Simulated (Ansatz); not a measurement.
## Sb2Se3: rattling a relaxed structure

The structure comes from a proposed guess, relaxed at this level; another structure or a mixture of phases may lie lower.

Method: DFT PBE, scalar-relativistic, plane waves, PAW in Ansatz. Settings: cutoff 420 eV, Γ-centred mesh 6×10×4 on the computed 10-atom cell, Gaussian smearing of 0.02 eV; no spin polarisation.

The cell below (10 atoms, space group P2_1/m (No. 11)) is relaxed within its symmetry.

```cif
data_structure
_symmetry_space_group_name_H-M 'P 1'
_symmetry_Int_Tables_number 1
_cell_length_a 7.5200
_cell_length_b 4.0617
_cell_length_c 10.2157
_cell_angle_alpha 90.000
_cell_angle_beta 90.478
_cell_angle_gamma 90.000
_cell_volume 312.02
loop_
_atom_site_label
_atom_site_type_symbol
_atom_site_fract_x
_atom_site_fract_y
_atom_site_fract_z
_atom_site_occupancy
Sb1 Sb 0.24582 0.75000 0.97901 1
Sb2 Sb 0.08773 0.25000 0.64852 1
Sb3 Sb 0.75418 0.25000 0.02099 1
Sb4 Sb 0.91227 0.75000 0.35148 1
Se1 Se 0.93874 0.75000 0.83478 1
Se2 Se 0.40396 0.25000 0.83560 1
Se3 Se 0.23026 0.75000 0.49085 1
Se4 Se 0.06126 0.25000 0.16522 1
Se5 Se 0.59604 0.75000 0.16440 1
Se6 Se 0.76974 0.25000 0.50915 1
```

For the test it was strained at random (σ = 1.5 % a component), the atoms were moved at random (σ = 0.15 Å), and all was relaxed again on a coarse 4×2×2 mesh (in the run’s order of axes) with 0.10 eV smearing, with no symmetry imposed.

Spin–orbit coupling, which can matter for Sb, is left out.

Question: Does it come back?

Answer: It returns, within 1 meV/atom of the unmoved cell on that mesh and with the same symmetry when read at 0.1 Å (Pm at 0.01 Å, so small strains and shifts remain). So it is stable against the distortions that fit this cell and that this random move excites. Modes that don't fit the cell aren't tested.
